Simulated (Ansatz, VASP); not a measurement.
SnSe: VASP beside Ansatz

POSCAR

```
SnSe
1.0
    0.0000000000      2.8595000000      3.1605000000
    2.8595000000      0.0000000000      3.1605000000
    2.8595000000      2.8595000000      0.0000000000
Sn Se
1 1
Direct
    0.0000000000      0.0000000000      0.0000000000
    0.5000000000      0.5000000000      0.5000000000
```

Contents of INCAR.step1:

```
SYSTEM = SnSe
ALGO = Normal
EDIFF = 1E-4
ENCUT = 520
GGA = PE
ISMEAR = 0
LASPH = .TRUE.
LCHARG = .FALSE.
LREAL = .FALSE.
LWAVE = .TRUE.
NBANDS = 17
NELM = 100
PREC = Accurate
SIGMA = 0.05
```

INCAR.step2

```
SYSTEM = SnSe
ALGO = Normal
EDIFF = 1E-6
ENCUT = 520
ISIF = 2
ISMEAR = 0
ISTART = 1
LASPH = .TRUE.
LCHARG = .FALSE.
LMIXTAU = .TRUE.
LREAL = .FALSE.
LWAVE = .FALSE.
METAGGA = R2SCAN
NBANDS = 17
NELM = 100
PREC = Accurate
SIGMA = 0.05
```

KPOINTS

```
k-points
0
G
  10 10 10
  0 0 0
```

Input for Ansatz:

```yaml
crystal:
  lattice:
    - [0.0, 2.8595, 3.1605]
    - [2.8595, 0.0, 3.1605]
    - [2.8595, 2.8595, 0.0]
  atoms:
    - { symbol: Sn, position: [0.0, 0.0, 0.0] }
    - { symbol: Se, position: [0.5, 0.5, 0.5] }
basis:
  ecutwfc: 500
kpoints:
  mp_grid: { grid: [10, 10, 10] }
hamiltonian:
  xc: r2scan
scf:
  occupations: { method: gaussian, width: 0.05 }
output:
  forces: true
  stress: true
  eigenvalues: true
```

Change from the starting cell: strain -0.050 along x and y, +0.050 along z, atoms carried along.

Alike in both runs: task single point; functional r2SCAN; k mesh 10 × 10 × 10; occupations gaussian, width 0.05 eV; no spin polarisation.

```csv
,VASP,Ansatz
version,VASP 6.6.1,Ansatz 0.2.0
potentials or method,"VASP PAW PBE potentials, release 64 (Sn_d, Se)","scalar-relativistic, plane waves, PAW"
plane-wave cutoff (eV),520,500
valence electrons in the cell,20,30
```

Ansatz gave:

```
gap on the k mesh at the Fermi level (eV)       : 0.10
least direct gap on the mesh (eV)               : 0.31
pressure (GPa)                                  : 4.7
largest component of the traceless stress (GPa) : 8.67
```

Q: Which values does VASP return?

A: gap on the k mesh at the Fermi level (eV): 0.10; least direct gap on the mesh (eV): 0.31; pressure (GPa): 4.7; largest component of the traceless stress (GPa): 8.70.

The two sets of potentials don't hold the same shells in valence.

Caveats: the PAW data sets were made with another functional, which shifts forces and pressure a little (VASP); spin-orbit coupling is left out, which moves the levels of the heavy elements.
